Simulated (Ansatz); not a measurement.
The system is MnO.

```
CELL_PARAMETERS angstrom
0.00000 2.22391 2.22391
2.22391 0.00000 2.22391
2.22391 2.22391 0.00000
ATOMIC_POSITIONS crystal
Mn 0.00000 0.00000 0.00000
O 0.50000 0.50000 0.50000
```

The cell is a database's computed one.

Alike in all runs: program Ansatz 0.2.0; functional PBE; potentials or basis Ansatz PAW; cutoff 420 eV (not typed: the program's choice for these potentials); k mesh 9 × 9 × 9; occupations fermi-dirac, width 0.05 eV.

Only the start or the spin constraint differs. Which run ends lowest in energy?
A. collinear spin, ferromagnetic start of up to 1 μB; fixed moment 1
B. collinear spin, ferromagnetic start of up to 2 μB; fixed moment 2
C. collinear spin, program default start; fixed moment 0
D. collinear spin, ferromagnetic start of up to 5 μB; fixed moment 5
E. collinear spin, ferromagnetic start of up to 3 μB; fixed moment 3
F. collinear spin, ferromagnetic start of up to 4 μB; fixed moment 4

D.

```tsv
start	free energy over the lowest (meV/atom)	net moment (μB)	site or absolute moments (μB)	gap
collinear spin, ferromagnetic start of up to 4 μB; fixed moment 4	81.9	4.00	Mn +3.53; O +0.09	-
collinear spin, ferromagnetic start of up to 6 μB; fixed moment 6	1791.4	6.00	Mn +4.28; O +0.86	-
collinear spin, ferromagnetic start of up to 3 μB; fixed moment 3	373.8	3.00	Mn +2.76; O -0.02	-
collinear spin, ferromagnetic start of up to 2 μB; fixed moment 2	697.4	2.00	Mn +1.88; O -0.02	-
collinear spin, ferromagnetic start of up to 5 μB; fixed moment 5	0.0	5.00	Mn +4.19; O +0.28	-
collinear spin, ferromagnetic start of up to 1 μB; fixed moment 1	860.5	1.00	Mn +0.90; O +0.05	-
collinear spin, ferromagnetic start of up to 8 μB; fixed moment 8	7009.9	8.00	Mn +4.54; O +1.86	-
collinear spin, program default start; fixed moment 0	1051.7	0.00	-	-
```

All polarised runs hold their moment fixed, so the table maps the energy against it. A still lower state may exist.

Caveats: the total moment is fixed, so each spin has its own Fermi level; a cell with one magnetic atom can't hold antiferromagnetic order, which such compounds often take (some runs).
